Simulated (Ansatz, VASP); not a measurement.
# Two plane-wave programs on Ag

```
Ag
1.0
    -1.62254    1.62254    1.65565
     1.62254   -1.62254    1.65565
     1.62254    1.62254   -1.65565
Ag
1
Direct
  0.00000 0.00000 0.00000
```

This isn't the form of Ag at room conditions, which is fcc.

Alike in both runs: task single point; functional PBEsol; k mesh 10 × 10 × 10; occupations fermi-dirac, width 0.05 eV; no spin polarisation.

```csv
,VASP,Ansatz
version,VASP 6.6.1,Ansatz 0.2.0
potentials or method,"VASP PAW PBE potentials, release 64 (Ag)",Ansatz PAW
plane-wave cutoff (eV),520,420
valence electrons in the cell,11,19
```

Ansatz gave:

| Property | Result |
| --- | --- |
| gap on the k mesh at the Fermi level (eV) | none |
| pressure (GPa) | -3.9 |
| largest component of the traceless stress (GPa) | 1.09 |

Problem. Estimate VASP's values.

Solution. gap on the k mesh at the Fermi level (eV): none; pressure (GPa): -4.0; largest component of the traceless stress (GPa): 1.09.

A gap of «none» marks a metal or a gap that the smearing closes. With one functional, cell and mesh, what is left measures potentials, basis and numerics. The two sets of potentials don't hold the same shells in valence.

Caveats: the PAW data sets were made with another functional, which shifts forces and pressure a little (VASP); the PAW data sets come from PBE, with cores solved anew for the run's functional, which leaves a small shift of forces and pressure (Ansatz).
